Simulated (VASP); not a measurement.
# LiCl (P1) in VASP: single point with r2SCAN

Aim: the single point of LiCl with r2SCAN.

All numbers are computed with VASP 6.6.1; they aren't measurements. Logs are shortened: lines on timing, memory, paths and dates and some standing lists are left out, and cuts for length are marked.

### Step 1. The crystal as given

The typed cell holds 2 atoms: a = 3.893 Å, b = 3.794 Å, c = 3.848 Å, α = 59.36°, β = 60.47°, γ = 59.76°.

The cell was built by a generator and needn't be a form met in nature.

### Step 2. Single point, r2SCAN

POSCAR reads:

```
LiCl
1.0
   -0.0304030000      2.7478922100      2.7579156300
    2.6827177900      0.0450315100      2.6824811200
    2.7259843400      2.7157242500      0.0017649700
Li Cl
1 1
Direct
    0.9617030000      0.0148030000      0.9928190000
    0.4902750000      0.4634250000      0.5535850000
```

INCAR.step1 reads:

```
SYSTEM = LiCl
ALGO = Normal ; EDIFF = 1E-4
ENCUT = 520 ; GGA = PE
ISMEAR = -5 ; LASPH = .TRUE.
LCHARG = .FALSE. ; LREAL = .FALSE.
LWAVE = .TRUE. ; NBANDS = 12
NELM = 100 ; PREC = Accurate
SIGMA = 0.0817
```

INCAR.step2 reads:

```
SYSTEM = LiCl
ALGO = Normal ; EDIFF = 1E-6
ENCUT = 520 ; ISIF = 2
ISMEAR = 1 ; ISTART = 1
LASPH = .TRUE. ; LCHARG = .FALSE.
LMIXTAU = .TRUE. ; LORBIT = 11
LREAL = .FALSE. ; LWAVE = .FALSE.
METAGGA = R2SCAN ; NBANDS = 12
NELM = 100 ; PREC = Accurate
SIGMA = 0.0817
```

KPOINTS reads:

```
Automatic mesh
0
Gamma
  6 6 6
  0.5 0.5 0
```

Potentials or basis: VASP PAW PBE potentials, release 64 (Li_sv, Cl).

Run with:

```sh
$ cat potpaw_PBE.64/Li_sv/POTCAR potpaw_PBE.64/Cl/POTCAR > POTCAR
$ cp INCAR.step1 INCAR
$ mpirun -np 1 vasp_std > vasp.out
$ cp INCAR.step2 INCAR
$ mpirun -np 1 vasp_std > vasp.out
```

OUTCAR:

```text
SYSTEM = LiCl
   EDIFF = 1E-6
   ENCUT = 520
   ISIF = 2
   ISMEAR = 1
   ISTART = 1
   LASPH = .TRUE.
   LORBIT = 11
   LREAL = .FALSE.
   METAGGA = R2SCAN
   NELM = 100
   PREC = Accurate

 ion  position               nearest neighbor table
   1  0.962  0.015  0.993-   2 2.47
   2  0.490  0.463  0.554-   1 2.47

  LATTYP: Found a triclinic cell.
 ALAT       =     6.5287582816
 B/A-ratio  =     0.5811267045
 C/A-ratio  =     0.5970638777
 COS(alpha) =     0.0000109083
 COS(beta)  =     0.2916332746
 COS(gamma) =     0.8618912186

  Lattice vectors:

 A1 = (   2.6394512400,  -2.6256612300,   5.3631972700)
 A2 = (   2.6827177900,   0.0450315100,   2.6824811200)
 A3 = (  -2.7563873400,   0.0321679600,   2.7561506600)

Analysis of symmetry for initial positions (statically):
=====================================================================
 Subroutine PRICEL returns:
 Original cell was already a primitive cell.

 Routine SETGRP: Setting up the symmetry group for a
 triclinic supercell.

 Subroutine GETGRP returns: Found  1 space group operations
 (whereof  1 operations were pure point group operations)
 out of a pool of  2 trial point group operations.

The static configuration has the point symmetry C_1 .

Analysis of symmetry for dynamics (positions and initial velocities):
=====================================================================
 Subroutine PRICEL returns:
 Original cell was already a primitive cell.

 Routine SETGRP: Setting up the symmetry group for a
 triclinic supercell.

 Subroutine GETGRP returns: Found  1 space group operations
 (whereof  1 operations were pure point group operations)
 out of a pool of  2 trial point group operations.

The dynamic configuration has the point symmetry C_1 .

 Subroutine INISYM returns: Found  1 space group operations
 (whereof  1 operations are pure point group operations),
 and found     1 'primitive' translations

----------------------------------------------------------------------------------------

                                     Primitive cell

  volume of cell :      40.0565

  direct lattice vectors                    reciprocal lattice vectors
    -0.030403000  2.747892210  2.757915630    -0.181863262  0.182434133  0.178816739
     2.682717790  0.045031510  2.682481120     0.186858433 -0.187687264  0.189065040
     2.725984340  2.715724250  0.001764970     0.180919003  0.186743005 -0.184069869

  length of vectors
     3.893319222  3.794035785  3.847876289     0.313579153  0.325404629  0.318569227

  position of ions in fractional coordinates (direct lattice)
     0.961703000  0.014803000  0.992819000
     0.490275000  0.463425000  0.553585000

  ion indices of the primitive-cell ions
   primitive index   ion index
                 1           1
                 2           2

----------------------------------------------------------------------------------------

 KPOINTS: Automatic mesh

Automatic generation of k-mesh.
 Grid dimensions read from file:
 generate k-points for:    6    6    6

 Generating k-lattice:

  Cartesian coordinates                     Fractional coordinates (reciprocal lattice)
    -0.030310544  0.030405689  0.029802790     0.166666667  0.000000000  0.000000000
     0.031143072 -0.031281211  0.031510840    -0.000000000  0.166666667 -0.000000000
     0.030153167  0.031123834 -0.030678312    -0.000000000  0.000000000  0.166666667

  Length of vectors
     0.052263192  0.054234105  0.053094871

  Shift w.r.t. Gamma in fractional coordinates (k-lattice)
     0.500000000  0.500000000  0.000000000

 Subroutine IBZKPT returns following result:
 ===========================================

 Found    108 irreducible k-points:

 Following reciprocal coordinates:
            Coordinates               Weight
  0.083333  0.083333 -0.000000      2.000000
  0.250000  0.083333 -0.000000      2.000000
  0.416667  0.083333 -0.000000      2.000000
 -0.416667  0.083333  0.000000      2.000000
 -0.250000  0.083333  0.000000      2.000000
 -0.083333  0.083333  0.000000      2.000000
[... 16 lines left out ...]
 -0.250000  0.083333  0.166667      2.000000
 -0.083333  0.083333  0.166667      2.000000
 [... further k-points ...]
   k-points           NKPTS =    108   k-points in BZ     NKDIM =    108   number of bands    NBANDS=     12
   number of dos      NEDOS =    301   number of ions     NIONS =      2
   total plane-waves  NPLWV =  25200
   dimension x,y,z NGX =    30 NGY =   28 NGZ =   30
   dimension x,y,z NGXF=    60 NGYF=   56 NGZF=   60
   ions per type =               1   1
   NGX,Y,Z   is equivalent  to a cutoff of  12.81, 12.27, 12.96 a.u.
   NGXF,Y,Z  is equivalent  to a cutoff of  25.62, 24.54, 25.92 a.u.
 SYSTEM =  LiCl
   PREC   = accura    normal or accurate (medium, high low for compatibility)
   ISTART =      1    job   : 0-new  1-cont  2-samecut
   ICHARG =      0    charge: 1-file 2-atom 10-const
   ISPIN  =      1    spin polarized calculation?
   LNONCOLLINEAR =      F non collinear calculations
   LSORBIT =      F    spin-orbit coupling
   LASPH  =      T    aspherical Exc in radial PAW
   ENCUT  =  520.0 eV  38.22 Ry    6.18 a.u.   7.24  7.05  7.15*2*pi/ulx,y,z
   NELM   =    100;   NELMIN=  2; NELMDL=  0     # of ELM steps
   EDIFF  = 0.1E-05   stopping-criterion for ELM
   LREAL  =      F    real-space projection
   EDIFFG = 0.1E-04   stopping-criterion for IOM
   NSW    =      0    number of steps for IOM
   IBRION =     -1    ionic relax: 0-MD 1-quasi-New 2-CG
   NFREE  =      0    steps in history (QN), initial steepest desc. (CG)
   ISIF   =      2    stress and relaxation
   ISYM   =      2    0-nonsym 1-usesym 2-fastsym
   POTIM  = 0.5000    time-step for ionic-motion
   TEBEG  =    0.0;   TEEND  =   0.0 temperature during run
   PSTRESS=    0.0 pullay stress
   NELECT =      10.0000    total number of electrons
   NUPDOWN=      -1.0000    fix difference up-down
   EMIN   =  10.00;   EMAX   =-10.00  energy-range for DOS
   EFERMI =   0.00;   METHOD = LEGACY
   ISMEAR =     1;   SIGMA  =   0.08  broadening in eV -4-tet -1-fermi 0-gaus
   EFERMI_NEDOS =   21; number of points for ismear=-14 and -15
   IALGO  =     38    algorithm
   IMIX   =      4    mixing-type and parameters
     AMIX     =   0.40;   BMIX     =  1.00
     AMIX_MAG =   1.60;   BMIX_MAG =  1.00
  volume/ion in A,a.u.               =      20.03       135.16
  Fermi-wavevector in a.u.,A,eV,Ry     =   1.030823  1.947972 14.457487  1.062595
  Thomas-Fermi vector in A             =   2.164940
   LORBIT       =     11    0 simple, 1 ext, 2 COOP (PROOUT), +10 PAW based schemes
   METAGGA = R2SCAN    functional components
   LHFCALC =     F    Hartree Fock is set to
   AEXX    =    0.0000 exact exchange contribution
   IVDW    =     0    specifies the selected vdW correction
   LEPSILON=     F    determine dielectric tensor
   LRPA    =     F    only Hartree local field effects (RPA)
 non-spin polarized calculation
 Methfessel and Paxton  Order N= 1 SIGMA  =   0.08
  energy-cutoff  :      520.00
  volume of cell :       40.06
 maximum number of plane-waves:      1092
 NGX is ok and might be reduce to    30
   NGX = 15   NGY = 15   NGZ = 15

 number of electron       9.9999998 magnetization

 Free energy of the ion-electron system (eV)
  ---------------------------------------------------
  ext. energy  EPLUGINS =         0.00000000
  ---------------------------------------------------
  free energy    TOTEN  =       -12.46114538 eV

  energy without entropy =      -12.46175032  energy(sigma->0) =      -12.46134703

 E-fermi :  -0.9165     XC(G=0):  -8.3806

 val. band max:       -0.9429463105   @ k =   0.0833   0.0833   0.1667
 cond. band min:       5.6754585008   @ k =   0.0833   0.0833  -0.0000
 fundamental gap:      6.6184048113
 Fermi energy:        -0.9165142395

 k-point     1 :       0.0833    0.0833   -0.0000
  band No.  band energies     occupation
      1     -46.0833      2.00000
      2     -14.4020      2.00000
      3      -1.2049      2.00001
      4      -1.0584      2.03395
      5      -0.9898      2.02185
      6       5.6755      0.00000
      7      10.7191      0.00000
      8      11.2595      0.00000
      9      11.6521      0.00000
     10      12.1395      0.00000
     11      13.5548      0.00000
     12      14.4055      0.00000

 k-point     2 :       0.2500    0.0833   -0.0000
  band No.  band energies     occupation
      1     -46.0829      2.00000
      2     -14.2778      2.00000
      3      -2.0830      2.00000
      4      -1.1774      2.00006
      5      -1.0349      2.05970
      6       6.5758      0.00000
      7       9.8496      0.00000
      8      10.3493      0.00000
      9      10.9760      0.00000
     10      12.6569      0.00000
     11      13.7577      0.00000
     12      15.0310      0.00000

 k-point     3 :       0.4167    0.0833   -0.0000
  band No.  band energies     occupation
      1     -46.0825      2.00000
      2     -14.1132      2.00000
      3      -2.9598      2.00000
      4      -1.2384      2.00000
      5      -1.1826      2.00004
      6       6.7831      0.00000
      7       9.4329      0.00000
      8       9.9023      0.00000
      9      10.7819      0.00000
     10      14.4362      0.00000
     11      15.5055      0.00000
     12      16.0778      0.00000
[... 286 lines left out ...]
 k-point    23 :      -0.2500    0.0833    0.1667
  band No.  band energies     occupation
      1     -46.0826      2.00000
      2     -14.1303      2.00000
      3      -2.7027      2.00000
      4      -1.5320      2.00000
      5      -1.1178      2.00271
      6       7.2229      0.00000
      7       9.3939      0.00000
      8       9.9565      0.00000
      9      10.5078      0.00000
     10      13.3693      0.00000
     11      15.4801      0.00000
     12      16.2052      0.00000

 k-point    24 :      -0.0833    0.0833    0.1667
  band No.  band energies     occupation
      1     -46.0830      2.00000
      2     -14.2943      2.00000
      3      -1.8286      2.00000
      4      -1.3442      2.00000
      5      -1.0071      2.06613
      6       6.5685      0.00000
      7       9.8219      0.00000
      8      10.3514      0.00000
      9      11.2518      0.00000
     10      12.1600      0.00000
     11      14.0060      0.00000
     12      14.9725      0.00000

 [... further k-points ...]

------------------------ aborting loop because EDIFF is reached ----------------------------------------

  FORCE on cell =-STRESS in cart. coord.  units (eV):
  Direction    XX          YY          ZZ          XY          YZ          ZX
  --------------------------------------------------------------------------------------
  -------------------------------------------------------------------------------------
  Total       -1.1441921     -0.8639541     -1.1220554     -0.0039227     -0.1474774      0.1307903
  in kB      -45.7653629    -34.5564108    -44.8799375     -0.1569012     -5.8987956      5.2313455
  external PRESSURE =     -41.7339037 kB  Pullay stress =       0.0000000 kB

 VOLUME and BASIS-vectors are now :
 -----------------------------------------------------------------------------
  energy-cutoff  :      520.00
  volume of cell :       40.06
      direct lattice vectors                 reciprocal lattice vectors
    -0.030403000  2.747892210  2.757915630    -0.181863262  0.182434133  0.178816739
     2.682717790  0.045031510  2.682481120     0.186858433 -0.187687264  0.189065040
     2.725984340  2.715724250  0.001764970     0.180919003  0.186743005 -0.184069869

 POSITION                                       TOTAL-FORCE (eV/Angst)
 -----------------------------------------------------------------------------------
      2.71688      5.33955      2.69376        -0.013940      0.053965      0.002438
      2.73740      2.87148      2.59624         0.013940     -0.053965     -0.002438
 -----------------------------------------------------------------------------------
    total drift:                               -0.021543     -0.007080      0.007342

  FREE ENERGIE OF THE ION-ELECTRON SYSTEM (eV)
  ---------------------------------------------------
  free  energy   TOTEN  =       -12.4611453808 eV

  energy  without entropy=      -12.4617503180  energy(sigma->0) =      -12.46134703

 total charge

# of ion       s       p       d       tot
------------------------------------------
    1        1.999   0.007   0.000   2.005
    2        1.594   3.596   0.000   5.190
--------------------------------------------------
tot          3.593   3.602   0.000   7.195
```

Run time: 2.8 min. Hardware: 1 thread of AMD EPYC 9R14 (Zen 4), shared host; peak memory 0.16 GiB.

What came out:

```yaml
Free_energy: -12.4611 eV
Largest_force: 0.056 eV/Å
Band_gap_on_the_k_mesh: 6.62 eV, indirect (least direct gap 6.67 eV)
Valence_electrons_inside_the_program's_atomic_spheres: Li 2.00; Cl 5.19
```

Forces in eV/Å, atoms in the order of the input:
```
Li  -0.014  0.054  0.002
Cl   0.014 -0.054 -0.002
```

Caveat: the cutoff is under 1.25 times the usual one of these potentials, so pressure, stress and relaxed cells hold a basis-set (Pulay) error; the PAW data sets were made with another functional, which shifts forces and pressure a little.
